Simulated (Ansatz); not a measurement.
**Pd (P6_3/mmc), an elastic constant from a strain scan**

All numbers below come from Ansatz 0.2.0, DFT PBE, scalar-relativistic, plane waves, PAW. Settings: plane waves to 420 eV, k-mesh 18×18×6 (Γ-centred), Gaussian smearing 0.15 eV. No spin polarisation. Energies are free energies at this smearing, counted from the undisturbed cell; pressure is positive in compression.

Zero of the scan (relaxed at this level; with this scan's settings it stands at 0.1 GPa; this form isn't the usual structure):

```
Pd
1.0
     2.77971    0.00000    0.00000
    -1.38986    2.40730    0.00000
     0.00000    0.00000    9.17869
Pd
4
Direct
  0.00000 0.00000 0.00000
  0.33333 0.66667 0.25000
  0.00000 0.00000 0.50000
  0.66667 0.33333 0.75000
```

The cell is strained by ε times the Voigt pattern (1, 1, 0, 0, 0, 0) (xx, yy, zz, yz, xz, xy; engineering shear) with fractional coordinates fixed. The cell holds 4 atoms in V0 = 61.42 Å³. The stress column is τ = (1/V0) dE/dε, got from the stress tensor σ (compression positive) at each point as −det(1 + εP) σ : P(1 + εP)⁻¹, with P the pattern as a tensor.

| ε | ΔE (meV/atom) | τ (GPa) |
| --- | --- | --- |
| -0.0600 | 172.438 | -67.696 |
| -0.0300 | 38.258 | -27.986 |
| 0.0000 | 0.000 | -0.325 |
| 0.0150 | 7.255 | 10.100 |
| 0.0450 | 60.435 | 25.877 |
| 0.0600 | ? | ? |

**Question.** Which combination of elastic constants does this scan measure, and how large is it?

**Answer.** For small ε, τ = τ0 + Kε with K = pᵀCp, which for this pattern is C11 + C22 + 2 C12 in the Cartesian frame shown. The parabola through τ at ε = -0.0300, 0 and 0.0150 has slope K = 771 GPa at zero. The energies per cell, E = NΔE, of the same two points give K = 2[E(ε₊)/ε₊ − E(ε₋)/ε₋]/[(ε₊ − ε₋)V0] = 816 GPa, in agreement.

**Question.** Predict the withheld row at ε = 0.0600 from the harmonic law, and compare.

**Answer.** ΔE = V0(τ0 ε + Kε²/2)/N = 131.083 meV/atom and τ = 45.92 GPa. The calculation gives 101.958 meV/atom and 31.69 GPa: the energy lies 22 % below the harmonic value, as bonds soften when stretched.

In a metal these slopes depend on the k mesh and the smearing.

Cost: 6 runs of about 1.3 core-minutes in all, on Arm Neoverse V2 (shared hosts).